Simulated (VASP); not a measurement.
# SnSe (Fm-3m) in VASP: further runs, part 2 of 2

VASP 6.6.1. The steps go on from the part before.

## 4. Single point, r2SCAN

INCAR

```
SYSTEM = SnSe
  ADDGRID = .FALSE.
  ALGO = Normal
  EDIFF = 1E-7
  ENCUT = 300
  ISIF = 2
  ISMEAR = 0
  LASPH = .TRUE.
  LCHARG = .FALSE.
  LMIXTAU = .TRUE.
  LREAL = .FALSE.
  LWAVE = .FALSE.
  METAGGA = R2SCAN
  NBANDS = 17
  NELM = 100
  PREC = Accurate
  SIGMA = 0.05
```

KPOINTS

```
k-points
0
G
  5 5 5
  0 0 0
```

POSCAR

```
SnSe
1.0
    0.0000000000      3.0100000000      3.0100000000
    3.0100000000      0.0000000000      3.0100000000
    3.0100000000      3.0100000000      0.0000000000
Sn Se
1 1
Direct
    0.0000000000      0.0000000000      0.0000000000
    0.5000000000      0.5000000000      0.5000000000
```

Potentials or basis: VASP PAW PBE potentials, release 64 (Sn_d, Se).

Command:

```sh
cat potpaw_PBE.64/Sn_d/POTCAR potpaw_PBE.64/Se/POTCAR > POTCAR
mpirun -np 1 vasp_std > vasp.out
```

OUTCAR:

```text
SYSTEM = SnSe
   EDIFF = 1E-7
   ENCUT = 300
   ISIF = 2
   ISMEAR = 0
   LASPH = .TRUE.
   LREAL = .FALSE.
   METAGGA = R2SCAN
   NELM = 100
   PREC = Accurate

 Found     10 irreducible k-points:

 Following reciprocal coordinates:
            Coordinates               Weight
  0.000000  0.000000  0.000000      1.000000
  0.200000  0.000000  0.000000      8.000000
  0.400000  0.000000  0.000000      8.000000
  0.200000  0.200000  0.000000      6.000000
  0.400000  0.200000  0.000000     24.000000
 -0.400000  0.200000  0.000000     24.000000
   k-points           NKPTS =     10   k-points in BZ     NKDIM =     10   number of bands    NBANDS=     17
   number of dos      NEDOS =    301   number of ions     NIONS =      2
   total plane-waves  NPLWV =  13824
   dimension x,y,z NGX =    24 NGY =   24 NGZ =   24
   dimension x,y,z NGXF=    48 NGYF=   48 NGZF=   48
   ions per type =               1   1
   NGX,Y,Z   is equivalent  to a cutoff of   9.37,  9.37,  9.37 a.u.
   NGXF,Y,Z  is equivalent  to a cutoff of  18.75, 18.75, 18.75 a.u.
 SYSTEM =  SnSe
   PREC   = accura    normal or accurate (medium, high low for compatibility)
   ISTART =      0    job   : 0-new  1-cont  2-samecut
   ICHARG =      2    charge: 1-file 2-atom 10-const
   ISPIN  =      1    spin polarized calculation?
   LNONCOLLINEAR =      F non collinear calculations
   LSORBIT =      F    spin-orbit coupling
   LASPH  =      T    aspherical Exc in radial PAW
   ENCUT  =  300.0 eV  22.05 Ry    4.70 a.u.   6.01  6.01  6.01*2*pi/ulx,y,z
   NELM   =    100;   NELMIN=  2; NELMDL= -5     # of ELM steps
   EDIFF  = 0.1E-06   stopping-criterion for ELM
   LREAL  =      F    real-space projection
   EDIFFG = 0.1E-05   stopping-criterion for IOM
   NSW    =      0    number of steps for IOM
   IBRION =     -1    ionic relax: 0-MD 1-quasi-New 2-CG
   NFREE  =      0    steps in history (QN), initial steepest desc. (CG)
   ISIF   =      2    stress and relaxation
   ISYM   =      2    0-nonsym 1-usesym 2-fastsym
   POTIM  = 0.5000    time-step for ionic-motion
   TEBEG  =    0.0;   TEEND  =   0.0 temperature during run
   PSTRESS=    0.0 pullay stress
   NELECT =      20.0000    total number of electrons
   NUPDOWN=      -1.0000    fix difference up-down
   EMIN   =  10.00;   EMAX   =-10.00  energy-range for DOS
   EFERMI =   0.00;   METHOD = LEGACY
   ISMEAR =     0;   SIGMA  =   0.05  broadening in eV -4-tet -1-fermi 0-gaus
   EFERMI_NEDOS =   21; number of points for ismear=-14 and -15
   IALGO  =     38    algorithm
   IMIX   =      4    mixing-type and parameters
     AMIX     =   0.40;   BMIX     =  1.00
     AMIX_MAG =   1.60;   BMIX_MAG =  1.00
  volume/ion in A,a.u.               =      27.27       184.03
  Fermi-wavevector in a.u.,A,eV,Ry     =   1.171768  2.214321 18.681350  1.373040
  Thomas-Fermi vector in A             =   2.308207
   LORBIT       =      0    0 simple, 1 ext, 2 COOP (PROOUT), +10 PAW based schemes
   METAGGA = R2SCAN    functional components
   LHFCALC =     F    Hartree Fock is set to
   AEXX    =    0.0000 exact exchange contribution
   IVDW    =     0    specifies the selected vdW correction
   LEPSILON=     F    determine dielectric tensor
   LRPA    =     F    only Hartree local field effects (RPA)
 non-spin polarized calculation
 Gauss-broadening in eV      SIGMA  =   0.05
  energy-cutoff  :      300.00
  volume of cell :       54.54
 maximum number of plane-waves:       656
   NGX = 13   NGY = 13   NGZ = 13

 number of electron      20.0000012 magnetization

 Free energy of the ion-electron system (eV)
  ---------------------------------------------------
  ext. energy  EPLUGINS =         0.00000000
  ---------------------------------------------------
  free energy    TOTEN  =       -39.89150299 eV

  energy without entropy =      -39.89150299  energy(sigma->0) =      -39.89150299

 E-fermi :   5.6510     XC(G=0): -10.1956

 val. band max:        5.3834327870   @ k =  -0.2000   0.2000   0.0000
 cond. band min:       6.5052808425   @ k =  -0.2000   0.2000   0.0000
 fundamental gap:      1.1218480555
 Fermi energy:         5.6509780015

 k-point     1 :       0.0000    0.0000    0.0000
  band No.  band energies     occupation
      1     -16.8305      2.00000
      2     -16.8305      2.00000
      3     -16.8272      2.00000
      4     -16.8272      2.00000
      5     -16.8272      2.00000
      6      -9.0217      2.00000
[... 9 lines left out ...]
     16      11.7449      0.00000
     17      14.0199      0.00000

 k-point     2 :       0.2000    0.0000    0.0000
  band No.  band energies     occupation
      1     -16.8330      2.00000
      2     -16.8330      2.00000
      3     -16.8262      2.00000
      4     -16.8233      2.00000
      5     -16.8232      2.00000
      6      -8.7410      2.00000
[... 9 lines left out ...]
     16      12.6511      0.00000
     17      16.3900      0.00000

 k-point     3 :       0.4000    0.0000    0.0000
  band No.  band energies     occupation
      1     -16.8376      2.00000
      2     -16.8376      2.00000
      3     -16.8251      2.00000
      4     -16.8158      2.00000
      5     -16.8157      2.00000
      6      -8.1690      2.00000
[... 9 lines left out ...]
     16      15.0015      0.00000
     17      17.1623      0.00000

 k-point     4 :       0.2000    0.2000    0.0000
  band No.  band energies     occupation
      1     -16.8388      2.00000
      2     -16.8295      2.00000
      3     -16.8278      2.00000
      4     -16.8214      2.00000
      5     -16.8214      2.00000
      6      -8.6469      2.00000
[... 9 lines left out ...]
     16      14.0934      0.00000
     17      14.5474      0.00000

 k-point     5 :       0.4000    0.2000    0.0000
  band No.  band energies     occupation
      1     -16.8456      2.00000
      2     -16.8301      2.00000
      3     -16.8277      2.00000
      4     -16.8171      2.00000
      5     -16.8143      2.00000
      6      -8.1596      2.00000
[... 9 lines left out ...]
     16      16.0680      0.00000
     17      17.2177      0.00000

 k-point     6 :      -0.4000    0.2000    0.0000
  band No.  band energies     occupation
      1     -16.8441      2.00000
      2     -16.8348      2.00000
      3     -16.8227      2.00000
      4     -16.8177      2.00000
      5     -16.8147      2.00000
      6      -7.9246      2.00000
[... 9 lines left out ...]
     16      15.0229      0.00000
     17      17.9260      0.00000

 [... further k-points ...]

------------------------ aborting loop because EDIFF is reached ----------------------------------------

  FORCE on cell =-STRESS in cart. coord.  units (eV):
  Direction    XX          YY          ZZ          XY          YZ          ZX
  --------------------------------------------------------------------------------------
  -------------------------------------------------------------------------------------
  Total       -0.1524939     -0.1524939     -0.1524939      0.0000000      0.0000000      0.0000000
  in kB       -4.4795425     -4.4795425     -4.4795425      0.0000000      0.0000000      0.0000000
  external PRESSURE =      -4.4795425 kB  Pullay stress =       0.0000000 kB

 VOLUME and BASIS-vectors are now :
 -----------------------------------------------------------------------------
  energy-cutoff  :      300.00
  volume of cell :       54.54
      direct lattice vectors                 reciprocal lattice vectors
     0.000000000  3.010000000  3.010000000    -0.166112957  0.166112957  0.166112957
     3.010000000  0.000000000  3.010000000     0.166112957 -0.166112957  0.166112957
     3.010000000  3.010000000  0.000000000     0.166112957  0.166112957 -0.166112957

 POSITION                                       TOTAL-FORCE (eV/Angst)
 -----------------------------------------------------------------------------------
      0.00000      0.00000      0.00000        -0.000000      0.000000     -0.000000
      3.01000      3.01000      3.01000         0.000000     -0.000000      0.000000
 -----------------------------------------------------------------------------------
    total drift:                                0.000000     -0.000000     -0.000000

  FREE ENERGIE OF THE ION-ELECTRON SYSTEM (eV)
  ---------------------------------------------------
  free  energy   TOTEN  =       -39.8915029919 eV

  energy  without entropy=      -39.8915029919  energy(sigma->0) =      -39.89150299
```

It took 20 s on 1 thread of Intel Xeon Platinum 8488C (Sapphire Rapids), shared host; peak memory 0.13 GiB.

These settings aren't checked as converged: the numbers below hold their error.

Results:

* Free energy: -39.8915 eV
* Pressure: -0.4 GPa

Caveat: this odd mesh misses L, where the gap lies, so gap, dielectric constants and Born charges aren't listed; the PAW data sets were made with another functional, which shifts forces and pressure a little.
